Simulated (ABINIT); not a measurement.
Crystal: Hf.

```
Hf
1.0
     3.19670    0.00000    0.00000
    -1.59835    2.76842    0.00000
     0.00000    0.00000    5.05780
Hf
2
Cartesian
  1.5984 0.9228 3.7934
  0.0000 1.8456 1.2645
```

Base run:

- Program: ABINIT 10.8.3 (patched build)
- Functional: BLYP
- Potentials or basis: JTH PAW PBE v2.0
- Cutoff: 626 eV
- k mesh: 10 × 10 × 5
- Occupations: fermi-dirac, width 0.05 eV
- Spin: no spin polarisation

Its results: band gap on the k mesh none (metal or under the smearing width); pressure 3.1 GPa.

**Question.** After a change of settings the same cell gave: band gap on the k mesh none (metal or under the smearing width); pressure -4.0 GPa. Which change was it?
A. functional from BLYP to RPBE
B. functional from BLYP to LDA
C. functional from BLYP to revPBE
D. functional from BLYP to WC

**Answer.** D.

WC binds more tightly than BLYP, so the same cell stands under less pressure.

Caveats: the PAW data sets were made with another functional, which shifts forces and pressure a little; spin-orbit coupling is left out, which moves the levels of the heavy elements.
